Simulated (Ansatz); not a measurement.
Li₂S (Fm-3m) under several functionals

Plane-wave DFT in Ansatz with scalar-relativistic PAW potentials. The same structure was relaxed (cell and atoms, symmetry kept) in separate runs at each level. No spin polarisation.

Q: How do the levels PBE, PBEsol, r2SCAN compare?

A:
```tsv
level	cutoff (eV)	k mesh	V (Å³/atom)	a (Å)	gap (eV)	B0 (GPa)
PBEsol	420	8×8×8	15.067	5.655	3.20	–
r2SCAN	500	8×8×8	15.344	5.689	3.87	42
PBE	420	8×8×8	15.479	5.706	3.39	41
```

The usual order of volumes, PBEsol < PBE, holds here (15.067, 15.479 Å³/atom). As a rule PBEsol, built on the gradient expansion of slowly varying densities, lies between LDA and PBE; PBE's stronger gradient term for exchange weakens bonds. r2SCAN lies 0.9 % under PBE in volume. Each gap belongs to its own cell, so it mixes the functional's effect with that of the volume; gaps are the least found on the k mesh or on a band path.